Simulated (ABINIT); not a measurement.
Crystal: GaP.

```
Ga P
1.0
     0.00000    2.72525    2.72525
     2.72525    0.00000    2.72525
     2.72525    2.72525    0.00000
Ga P
1 1
Direct
  0.00000 0.00000 0.00000
  0.75000 0.75000 0.75000
```

Base run:

| Item | Value |
| --- | --- |
| Program | ABINIT 10.8.3 (patched build) |
| Functional | SOGGA |
| Potentials or basis | JTH PAW PBE v2.0 |
| Cutoff | 544 eV |
| k mesh | 8 × 8 × 8 |
| Occupations | fermi-dirac, width 0.05 eV |
| Spin | no spin polarisation |

Its results: band gap on the k mesh 1.46 eV, indirect (least direct gap 1.77 eV); pressure -1.2 GPa.

Q: After a change of settings the same cell gave: band gap on the k mesh 1.70 eV, indirect (least direct gap 1.92 eV); pressure 4.1 GPa. Which change was it?
A. functional from SOGGA to PW91
B. functional from SOGGA to OLYP
C. functional from SOGGA to AM05; potentials or basis from JTH PAW PBE v2.0 to PseudoDojo NC SR PBEsol v0.4.1 standard; cutoff from 544 eV to 1088 eV
D. functional from SOGGA to revPBE

A: D.

revPBE binds less tightly than SOGGA, so the same cell stands under more pressure.

Caveats: the PAW data sets were made with another functional, which shifts forces and pressure a little.

Runs at the PBE level aren't shown here.
